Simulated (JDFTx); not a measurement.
BP under changes of volume

One of the cells (11.682 Å³/atom); the others are scaled copies at fixed shape and fractional positions:

```
P B
1.0
     0.00000    2.26900    2.26900
     2.26900    0.00000    2.26900
     2.26900    2.26900    0.00000
P B
1 1
Direct
  0.75000 0.75000 0.75000
  0.00000 0.00000 0.00000
```

| Property | Result |
| --- | --- |
| Program | JDFTx 1.7.0 (patched build) |
| Functional | PBEsol |
| Potentials or basis | PseudoDojo-SR-PBEsol-0.4.1-standard with smoothed tails |
| Cutoff | 1034 eV |
| Density cutoff | 8272 eV |
| k mesh | 10 × 10 × 10 |
| Occupations | fermi-dirac, width 0.05 eV |
| Spin | no spin polarisation |

```tsv
volume (Å³/atom)	energy over the lowest point (meV/atom)	pressure (GPa)	gap on the mesh (eV)
10.981	15.50	9.3	1.06
11.214	4.89	5.2	1.09
11.448	0.00	1.5	1.11
11.682	0.31	-1.9	1.14
11.915	?	?	?
12.149	14.65	-7.8	1.19
12.383	27.86	-10.3	1.21
```

Problem. What does the run at 11.915 Å³/atom give?

Solution. Energy over the lowest point 5.34 meV/atom; pressure -5.0 GPa; gap on the mesh 1.16 eV.

Worked out: A Birch-Murnaghan fit of order 3 (a polynomial in V^(-2/3)) to the other rows has its minimum at 11.55 Å³/atom with B0 = V·E''(V) = 169 GPa and B' = 3.9. It gives 5.33 meV/atom at 11.915 Å³/atom, against the run's 5.34, and -dE/dV = -5.0 GPa, against -5.0. A straight line through the other rows of the gap, of slope 1.25 eV per unit of ln V, gives 1.16 eV, against the run's 1.16.

Energies are extrapolated to zero smearing.

A mesh can miss the band edges.
